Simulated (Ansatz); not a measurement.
# Ti (Im-3m) in Ansatz: notebook

One crystal, Ti, is run at these levels: PBEsol-PBE, PBE+D3(BJ)+ATM+U, RPBE-LYP, PBE-PBEsol, revPBE-LDA; tasks: band structure, projected density of states, density of states.

All numbers are computed with Ansatz 0.2.0; they aren't measurements. Logs are shortened: lines on timing, memory, paths and dates and some standing lists are left out, and cuts for length are marked.

**1. The crystal as given**

Symmetry: Im-3m, No. 229, cubic system. The conventional cell has a = 3.282 Å, b = 3.282 Å, c = 3.282 Å, α = 90.00°, β = 90.00°, γ = 90.00°. Ti (site symmetry m-3m) is surrounded by 8 Ti at 2.84 Å.

This isn't the form of Ti at room conditions, which is hcp.

**2. Band structure, PBEsol-PBE, collinear spin, random start (cell strained at random at fixed volume)**

The input, input.yaml:

```yaml
crystal:
  lattice:
    - [-1.636057, 1.712405, 1.671332]
    - [1.652956, -1.660974, 1.6368]
    - [1.575155, 1.600072, -1.6199]
  atoms:
    - { symbol: Ti, position: [0.0, 0.0, 0.0], spin: 1.0 }
kpoints:
  mp_grid: { grid: [11, 11, 11] }
  band_path:
    path: [[0.5, 0.0, -0.5], [0.0, 0.0, 0.0], [-0.5, 0.0, 0.0]]
    npoints: 12
scf:
  occupations: { method: tetrahedron }
hamiltonian:
  xc: { exchange: pbesol, correlation: pbe }
  pseudopotentials: { kind: all_electron, lapw: { basis_error: 0.001 } }
magnetization:
  spin_polarized: true
  initial_magnetization: 1.0
  spin_locking: { lock_magnetization: hard }
output:
  forces: true
  stress: true
  eigenvalues: true
```

Potentials or basis: all-electron LAPW, scalar-relativistic.

The run is started by

```sh
> ansatz run input.yaml --threads 1 --pin off --max-ram 2560MiB --backend cpu --events-out ev --progress --plain --runs-dir out
```

Output:

```text
Warning: output.forces, output.stress, relax.cell or npt_langevin: where a Kohn–Sham band that disperses or a degenerate level is filled in part under the method tetrahedron, the forces or the stress that this run publishes need not agree with its energy (scf.occupations.method in the input reference, under Limitations); prefer a smearing scheme for the forces or the stress
Warning: RAYON_NUM_THREADS=1 ignored (pool sized by the plan → 1); use --threads N
LAPW: plane waves up to 7.910 Å⁻¹, error target 1.0e-3 eV per atom; small_component_spin mean_spin; Ti in spheres of 1.384 Å, 12 of its electrons in bands, Dirac shells [] (how accurate: hamiltonian.pseudopotentials.lapw.basis_error, Limitations)
Engine: ansatz 0.2.0, x86_64-unknown-linux-gnu
Pseudopotentials: kind: all_electron
Pseudopotential: Ti, LAPW, valence charge 12, lapw/all_electron/scalar/gaussian/Ti, Koelling and Harmon's equation, gaussian nucleus
Functional definition: unnamed
  exchange = pbe_x(mu = 0.12345679012345678)
  correlation = pbe_c
davidson cushion auto → on  (no smearing: the cushion is to keep the highest requested band from converging to the state above it; pin scf.eigensolver.cushion to override)
Crystal: 1 atoms, lattice volume = 17.676 Å³
Basis set: ecut = 238.40346441045605 eV, 141 PW (Γ), exchange–correlation at level 2
Bands: 11, of which v1, the nominal top of the filled ones, is band 6 counted from 1 (5 counted from 0)
Symmetry: 2 space group operations
Space group: P-1 (ITA 2), of the structure as read, at distance tolerance 2.6e-5 Å
Magnetic group: BNS 2.4 (UNI 4), of the structure as read, at distance tolerance 2.6e-5 Å
k-points: 666 of 1331
Non-local potential: Ti, projectors of the file, none
Initial density: superposition of atomic densities (chi_scale 0.1, normalization cell)
Starting moments: Σ|m| = 1 μB on 1 of 1 site
Initial wavefunctions: plane waves of lowest kinetic energy (no species holds an atomic orbital)
Functional: x = pbesol(κ = 0.804, μ = 0.12345679012345678), c = pbe(β = 0.06672455060314922)
iter 1 solved again at ethr=8.16e-4 eV; its pass at ethr=1.00e-1 eV (dr2=9.79e-2 eV) is discarded
SCF iter   1: F=—  HF=-23203.871749 eV  |F-HF|=—  |Δ(HF+E_count)|=         —  Δρ=1.89e-2 (↑1.89e-2 ↓8.71e-3)  dr2=9.85e-2  dr2_m=6.78e-3  M=1.000 μB ∫|m|=1.000 μB  β_m=0.30  ethr=8.16e-4  ⟨swp⟩=2.8  Hψ=102596  notcnv=0
preconditioner: auto → none  [metal: no gap  n_scr=0 (ndim 8)  ℏωp=17.7 eV  f_vac=0.000]
SCF iter   2: F=—  HF=-23203.704758 eV  |F-HF|=—  |Δ(HF+E_count)|=   1.67e-1  Δρ=8.48e-3 (↑8.48e-3 ↓3.14e-3)  dr2=1.37e-2  dr2_m=2.67e-3  M=1.000 μB ∫|m|=1.000 μB  β_m=0.38  ethr=8.16e-4  ⟨swp⟩=2.1  Hψ=46716  notcnv=0
iter 3 solved again at ethr=7.83e-6 eV; its pass at ethr=1.14e-4 eV (dr2=9.39e-4 eV) is discarded
SCF iter   3: F=—  HF=-23203.706234 eV  |F-HF|=—  |Δ(HF+E_count)|=   1.48e-3  Δρ=3.27e-3 (↑3.27e-3 ↓1.54e-3)  dr2=9.41e-4  dr2_m=7.84e-4  M=1.000 μB ∫|m|=1.000 μB  β_m=0.64  ethr=7.83e-6  ⟨swp⟩=2.0  Hψ=81278  notcnv=0
SCF iter   4: F=—  HF=-23203.712738 eV  |F-HF|=—  |Δ(HF+E_count)|=         —  Δρ=2.92e-4 (↑2.55e-4 ↓2.92e-4)  dr2=2.34e-6  dr2_m=1.14e-5  M=1.000 μB ∫|m|=1.000 μB  β_m=0.74  ethr=7.83e-6  ⟨swp⟩=3.0  Hψ=54421  notcnv=0
the basis was enlarged: its passes take 439.4 KiB over the memory plan, 2 of 2 planned eigensolver slots
SCF iter   5: F=—  HF=-23203.712820 eV  |F-HF|=—  |Δ(HF+E_count)|=   8.21e-5  Δρ=1.33e-4 (↑1.10e-4 ↓1.33e-4)  dr2=3.27e-6  dr2_m=1.53e-6  M=1.000 μB ∫|m|=1.000 μB  β_m=0.83  ethr=1.95e-8  ⟨swp⟩=3.5  Hψ=60849  notcnv=0
SCF iter   6: F=—  HF=-23203.712807 eV  |F-HF|=—  |Δ(HF+E_count)|=   1.26e-5  Δρ=5.65e-5 (↑5.65e-5 ↓4.08e-5)  dr2=1.03e-7  dr2_m=3.72e-7  M=1.000 μB ∫|m|=1.000 μB  β_m=0.92  ethr=1.95e-8  ⟨swp⟩=3.0  Hψ=53977  notcnv=0
SCF iter   7: F=—  HF=-23203.712803 eV  |F-HF|=—  |Δ(HF+E_count)|=   4.81e-6  Δρ=2.57e-5 (↑6.99e-6 ↓2.57e-5)  dr2=1.42e-7  dr2_m=3.01e-8  M=1.000 μB ∫|m|=1.000 μB  β_m=0.89  ethr=8.60e-10  ⟨swp⟩=3.4  Hψ=58295  notcnv=0
iter 8 did not close the SCF: its close was put off for a magnetic moment that had not settled (scf_convergence_deferred on its scf_iter line)
SCF iter   8: F=-23203.712803 eV  HF=-23203.712803 eV  |F-HF|=3.35e-10  |Δ(HF+E_count)|=   1.50e-9  Δρ=2.94e-6 (↑2.94e-6 ↓2.20e-6)  dr2=4.93e-10  dr2_m=9.90e-10  M=1.000 μB ∫|m|=1.000 μB  β_m=0.95  ethr=8.60e-10  ⟨swp⟩=3.0  Hψ=53606  notcnv=0
SCF iter   9: F=-23203.712802 eV  HF=-23203.712802 eV  |F-HF|=8.00e-11  |Δ(HF+E_count)|=   2.14e-7  Δρ=9.01e-7 (↑6.00e-7 ↓9.01e-7)  dr2=1.96e-10  dr2_m=5.56e-11  M=1.000 μB ∫|m|=1.000 μB  ethr=4.11e-12  ⟨swp⟩=3.3  Hψ=58077  notcnv=0
SCF 1 converged in 9 iterations: F = -23203.712802 eV  dr2 = 1.96e-10
NSCF: frozen V_eff on 25 k-points
this state was not tested for a lower state beside it, because cold or Methfessel-Paxton smearing, or corrected tetrahedra, fill the levels in a way that the test cannot read (fill_not_monotonic; see scf.lower_state_search)
SCF converged after 9 iterations
Magnetization: 1.0000 μB (6.5000 up, 5.5000 down)
Absolute magnetization: 1.0000 μB (∫|ρ↑−ρ↓|)
Spin contamination: 0.0009 ħ² per cell (⟨S²⟩ above its minimum at these occupations)
Per-site moments (μB) at R_I (Å): [(0.8046489322471935, 1.384324696446036)]
Free energy (F): -23203.712802 eV
Harris-Foulkes:  -23203.712802 eV  (|F-HF|=8.00e-11)
Internal energy: -23203.712797 eV  (E = F + TS)
E sigma→0 (E₀):  -23203.712802 eV
Entropy (-TS):   -0.000006 eV (-0.006 meV/atom)
Fermi energy:    13.204725 (↑ 13.238630, ↓ 13.170821) eV
--- Per-component energies (eV) ---
  E_band       = -155.288843
  E_kinetic    = 23425.893144
  E_xc         = -1117.752528
  E_electrostatic = -45511.853413  (all electrons and nuclei)
  E_smearing   = -0.000006  (= −TS)
  E_closure    = 0.000000  (closes the sum)
  E_atoms      = -23196.481226  (free atoms, spherical and without spin; not in F)
  Σ components = -23203.712802   (vs F -23203.712802, Δ=0.00e0)
  Basis errors (estimates in eV, not in F): energy 1.7e-4 per atom: plane waves 1.1e-4 (5.8e-5 summed), levels above the bands 0.0e0, relativity 8.6e-9, radial functions 5.9e-5, core shells 9.2e-8; eigenvalues (radial functions only) 6.7e-7; not estimated: angular momenta, meshes, grids; target (lapw.basis_error) 1.0e-3; muffin-tin radii Ti 1.384 Å
--- Forces (eV/Å), atoms counted from 1 ---
  atom   1  Ti     0.00000000     0.00000000     0.00000000
  max |Σ_I F_I| component: 0.00e0 eV/Å
--- Stress (GPa, compression-positive) ---
       -4.306853       0.733300       0.137010
        0.733300      -4.721766      -0.778917
        0.137010      -0.778917      -4.553471
  P = ⅓ Tr σ = -4.5274 GPa (-45.274 kbar)
--- Band table (eV; the first three rows and the last of 1332) ---
  k-point 0 ↑: bands = ["-43.4395", "-19.4219", "-19.4083", "-19.3838", "6.8894", "13.4415", "13.8043", "14.0557", "15.6107", "15.8222", "29.4984"]
  k-point 1 ↑: bands = ["-43.4281", "-19.4514", "-19.4273", "-19.4135", "7.1798", "13.6122", "13.7494", "14.0171", "15.5263", "15.7064", "29.5555"]
  k-point 2 ↑: bands = ["-43.3975", "-19.6037", "-19.4794", "-19.4163", "7.9935", "13.4477", "13.6653", "14.3995", "15.2792", "15.6664", "28.6447"]
  k-point 665 ↓: bands = ["-42.7251", "-19.2918", "-18.9628", "-18.7959", "11.1006", "13.3257", "13.3855", "16.2081", "16.4838", "17.7372", "23.7388"]
```

It took 42 s on 1 thread of Intel Xeon Platinum 8559C (Emerald Rapids), shared host; peak memory 0.78 GiB.

What came out:

* Free energy: -23203.7128 eV
* Pressure: -4.5 GPa
* Absolute moment: 1.00 μB per cell
* Site moments: Ti +0.80 μB

Stress tensor (GPa, compression positive):
```
-4.31  0.73  0.14
 0.73 -4.72 -0.78
 0.14 -0.78 -4.55
```

Caveat: the total moment is fixed, so each spin has its own Fermi level; with tetrahedron occupations forces and stress needn't match the slope of the energy.

**3. Projected density of states, PBE+D3(BJ)+ATM+U, collinear spin, random start**

The input, input.yaml:

```yaml
crystal:
  lattice: { a: 2.8422953752, b: 2.8422953752, c: 2.8422953752, alpha: 109.4712206345, beta: 109.4712206345, gamma: 109.4712206345 }
  atoms:
    - { symbol: Ti, position: [0.0, 0.0, 0.0], spin: -0.93 }
kpoints:
  mp_grid: { grid: [11, 11, 11] }
  band_path:
    path:
      - [0.0, 0.0, 0.0]
      - [0.5, -0.5, 0.5]
      - [0.0, 0.0, 0.5]
      - [0.0, 0.0, 0.0]
      - [0.25, 0.25, 0.25]
      - [0.5, -0.5, 0.5]
    npoints: 12
scf:
  occupations: { method: tetrahedron }
hamiltonian:
  xc: pbe
  dispersion: d3bjatm
  pseudopotentials: { kind: all_electron, lapw: { basis_error: 0.001 } }
  hubbard:
    occupation_matrices:
      s0_down:
        matrix:
          - [0.91247, 0.114583, -0.030187, -0.057387, -0.207207]
          - [0.114583, 0.237104, 0.160003, 0.348117, -0.037011]
          - [-0.030187, 0.160003, 0.94493, -0.075385, -0.015551]
          - [-0.057387, 0.348117, -0.075385, 0.8166, 0.001566]
          - [-0.207207, -0.037011, -0.015551, 0.001566, 0.068896]
      s0_up:
        matrix:
          - [0.02, 0.0, 0.0, 0.0, 0.0]
          - [0.0, 0.02, 0.0, 0.0, 0.0]
          - [0.0, 0.0, 0.02, 0.0, 0.0]
          - [0.0, 0.0, 0.0, 0.02, 0.0]
          - [0.0, 0.0, 0.0, 0.0, 0.02]
    sites:
      - { site: 0, l: d, u_eff: 6, starting_ns: [{ spin: down, occupation_matrix: s0_down }, { spin: up, occupation_matrix: s0_up }] }
    double_counting: fll
    projectors: ortho-atomic
magnetization:
  spin_polarized: true
output:
  forces: true
  stress: true
  eigenvalues: true
  fatbands: true
  dos: { projected: true, de: 0.2, e_range: [-10, 10] }
  populations: true
```

Potentials or basis: all-electron LAPW, scalar-relativistic.

The run is started by

```sh
> ansatz run input.yaml --threads 1 --pin off --max-ram 2560MiB --backend cpu --events-out ev --progress --plain --runs-dir out
```

Output:

```text
Warning: output.forces, output.stress, relax.cell or npt_langevin: where a Kohn–Sham band that disperses or a degenerate level is filled in part under the method tetrahedron, the forces or the stress that this run publishes need not agree with its energy (scf.occupations.method in the input reference, under Limitations); prefer a smearing scheme for the forces or the stress
Warning: crystal.symmetry: narrowed to the stabiliser of the occupation matrices — unitary ops 48 → 2; lowered by the specified shell (site 0, l: d); largest admitted image defect 4.4e-16, smallest excluded 3.7e-1 — at a splitting's scale: the group the occupation matrices' own texture admits
Warning: RAYON_NUM_THREADS=1 ignored (pool sized by the plan → 1); use --threads N
Ti: projections on atomic orbitals take those of the free atom 1s2 2s2 2p6 3s2 3p6 3d2 4s2, of charge +0.00 (hamiltonian.pseudopotentials.projection_atoms)
LAPW: plane waves up to 7.726 Å⁻¹, error target 1.0e-3 eV per atom; small_component_spin mean_spin; Ti in spheres of 1.421 Å, 12 of its electrons in bands, Dirac shells [] (how accurate: hamiltonian.pseudopotentials.lapw.basis_error, Limitations)
[... 3 set-up lines as earlier in the session ...]
Functional definition: PBE
  parameter kappa = 0.804
  parameter beta = 0.06672455060314922
  exchange = pbe_x(kappa = kappa, mu = beta*pi^2/3)
  correlation = pbe_c(beta = beta)
[... 88 lines left out ...]
--- Forces (eV/Å), atoms counted from 1 ---
  atom   1  Ti     0.00000000     0.00000000     0.00000000
  max |Σ_I F_I| component: 0.00e0 eV/Å
--- Stress (GPa, compression-positive) ---
       35.268763      -0.001277       0.006579
       -0.001277      34.617892       0.000306
        0.006579       0.000306      34.629931
  P = ⅓ Tr σ = 34.8389 GPa (348.389 kbar)
--- Band table (eV; the first three rows and the last of 1332) ---
  k-point 0 ↑: bands = ["-41.1542", "-17.1144", "-17.1138", "-17.0969", "8.3327", "18.9548", "18.9552", "19.0830", "20.1621", "20.1623", "31.4085"]
  k-point 1 ↑: bands = ["-41.1436", "-17.1696", "-17.1275", "-17.1003", "8.6133", "18.8509", "18.9625", "19.1533", "20.0188", "20.1730", "31.0195"]
  k-point 2 ↑: bands = ["-41.1117", "-17.3173", "-17.1696", "-17.1035", "9.4307", "18.4363", "18.5446", "19.6688", "20.0026", "20.2290", "29.7086"]
  k-point 665 ↓: bands = ["-42.8193", "-19.4294", "-19.0662", "-18.9235", "9.6841", "10.9782", "11.7840", "16.0347", "17.6598", "18.6519", "23.6111"]
Occupation matrices written to <dir>
--- Löwdin populations: 1 site ---
  site symbol       q [e]    m [muB]
     0     Ti     21.8295    -2.5139
  spilling = 0.007750 (of n_electrons = 22.000000)
```

dos.tsv:

```text
# E-E_F[eV]	g_bin_mean(E)[states/eV]	N(E)	g_bin_mean_up(E)	g_bin_mean_dn(E)	N_up(E)	N_dn(E)
# format = ansatz-dos/2
# fermi_ev = 14.608285
# fermi_mp_grid = 11 11 11
# fermi_mp_shift = 0 0 0
# levels_not_solved_further = tetrahedron_occupations
[... 4 lines left out ...]
-9.800000	0.000000e0	8.000000e0	0.000000e0	0.000000e0	4.000000e0	4.000000e0
-9.600000	0.000000e0	8.000000e0	0.000000e0	0.000000e0	4.000000e0	4.000000e0
-9.400000	0.000000e0	8.000000e0	0.000000e0	0.000000e0	4.000000e0	4.000000e0
-9.200000	0.000000e0	8.000000e0	0.000000e0	0.000000e0	4.000000e0	4.000000e0
-9.000000	0.000000e0	8.000000e0	0.000000e0	0.000000e0	4.000000e0	4.000000e0
[... 93 lines left out ...]
9.800000	5.031264e-1	2.099791e1	3.975865e-1	1.055399e-1	1.030755e1	1.069036e1
10.000000	4.147158e-1	2.108891e1	3.140901e-1	1.006256e-1	1.037795e1	1.071096e1
```

Run time: 2.7 min. Hardware: 1 thread of Intel Xeon Platinum 8559C (Emerald Rapids), shared host; peak memory 0.88 GiB.

What came out:

* Free energy: -23229.0631 eV
* Pressure: 34.8 GPa
* Band gap along the path: none (metal or under the smearing width)
* Net moment: -2.63 μB per cell
* Absolute moment: 2.63 μB per cell
* Site moments: Ti -2.29 μB

Stress tensor (GPa, compression positive):
```
35.27  0.00  0.01
 0.00 34.62  0.00
 0.01  0.00 34.63
```

Levels at the corners of the path, in eV from the Fermi level:
Spin up:
```csv
point,band 2,band 3,band 4,band 5,band 6,band 7,band 8,band 9
Γ,-31.72,-31.72,-31.71,-6.28,4.35,4.35,4.47,5.55
H,-32.18,-32.18,-32.16,0.37,0.37,7.40,7.40,7.50
N,-32.40,-31.93,-31.72,-0.30,0.68,2.90,5.64,5.99
Γ,-31.72,-31.72,-31.71,-6.28,4.35,4.35,4.47,5.55
P,-32.03,-32.03,-32.01,1.98,1.98,2.03,6.03,6.03
H,-32.18,-32.18,-32.16,0.37,0.37,7.40,7.40,7.50
```
Spin down:
```
point  band 5  band 6  band 7  band 8  band 9  band 10
    Γ   -7.89   -2.59   -2.39   -2.39    3.86     3.87
    H   -2.41   -2.41    0.49    1.70    1.70     6.17
    N   -5.14   -3.93   -0.86    0.52    3.40     4.22
    Γ   -7.89   -2.59   -2.39   -2.39    3.86     3.87
    P   -4.18   -3.91   -3.91    4.10    4.10     7.20
    H   -2.41   -2.41    0.49    1.70    1.70     6.17
```

States per cell in windows of 0.5 eV (zero at the Fermi level; states under -8 eV left out):
```tsv
from (eV)	up	down
-8.0	0.00	0.01
-7.5	0.00	0.01
-7.0	0.00	0.03
-6.5	0.00	0.03
-6.0	0.02	0.07
-5.5	0.02	0.09
-5.0	0.03	0.33
-4.5	0.03	0.18
-4.0	0.05	0.45
-3.5	0.04	0.39
-3.0	0.06	0.64
-2.5	0.05	0.32
-2.0	0.08	0.27
-1.5	0.06	0.16
-1.0	0.12	0.18
-0.5	0.10	0.11
0.0	0.17	0.22
0.5	0.15	0.14
1.0	0.27	0.21
1.5	0.25	0.17
2.0	0.35	0.26
2.5	0.26	0.22
3.0	0.42	0.34
3.5	0.21	0.14
4.0	0.18	0.74
4.5	0.15	0.13
5.0	0.54	0.11
5.5	0.78	0.03
6.0	0.75	0.01
6.5	0.14	0.04
7.0	0.28	0.26
7.5	0.31	0.10
```

Caveat: a pressure of tens of GPa on the cell as given is suspect, and the run, the potentials or the cell itself is likely at fault; the program warned that the printed levels may be off, so bands, gaps and densities of states are rough; the typed start of the occupations wasn't kept; pairwise dispersion overbinds metals, which lowers pressure and volume; the U is typed as a test and isn't derived for this compound; with tetrahedron occupations forces and stress needn't match the slope of the energy. The state reached can hang on the start; a lower one may exist.

**4. Density of states, RPBE-LYP**

The input, input.yaml:

```yaml
crystal:
  lattice: { a: 3.282, b: 3.282, c: 3.282, alpha: 90.0, beta: 90.0, gamma: 90.0 }
  space_group: 229
  setting: { hermann_mauguin: Im-3m }
  reduce_to_primitive: true
  atoms:
    - { symbol: Ti, position: [0.0, 0.0, 0.0] }
kpoints:
  mp_grid: { grid: [11, 11, 11] }
scf:
  occupations: { method: fermi_dirac, width: 0.025 }
hamiltonian:
  xc: { exchange: rpbe, correlation: lyp }
  pseudopotentials:
    kind: all_electron
    lapw: { basis_error: 0.002, muffin_tin_radii: { Ti: 0.995 } }
output:
  forces: true
  stress: true
  eigenvalues: true
  dos: { projected: false, de: 0.1, e_range: [-14, 10] }
```

The run is started by

```sh
> ansatz run input.yaml --threads 1 --pin off --max-ram 2560MiB --backend cpu --events-out ev --progress --plain --runs-dir out
```

Run time: 2.8 s. Hardware: 1 thread of Intel Xeon Platinum 8559C (Emerald Rapids), shared host; peak memory 0.26 GiB.

Results (log left out):

| Item | Value |
| --- | --- |
| Free energy | -23238.3135 eV |
| Pressure | 2.8 GPa |
| Band gap on the k mesh | none (metal or under the smearing width) |

Levels at points of the mesh, in eV from the Fermi level:
| k point | band 7 | band 8 | band 9 | band 10 | band 11 | band 12 | band 13 | band 14 |
| --- | --- | --- | --- | --- | --- | --- | --- | --- |
| (0.00, 0.00, 0.00) | -32.45 | -32.45 | -5.78 | 0.95 | 0.95 | 0.95 | 2.66 | 2.66 |

States per cell in windows of 1 eV (zero at the Fermi level; states under -8 eV left out):
```
from (eV)  total
     -8.0   0.00
     -7.0   0.00
     -6.0   0.03
     -5.0   0.12
     -4.0   0.21
     -3.0   0.56
     -2.0   1.19
     -1.0   1.74
      0.0   1.89
      1.0   0.60
      2.0   2.39
      3.0   1.99
      4.0   0.52
      5.0   0.39
      6.0   0.28
      7.0   0.09
```

(Continued in part 2 of 2.)
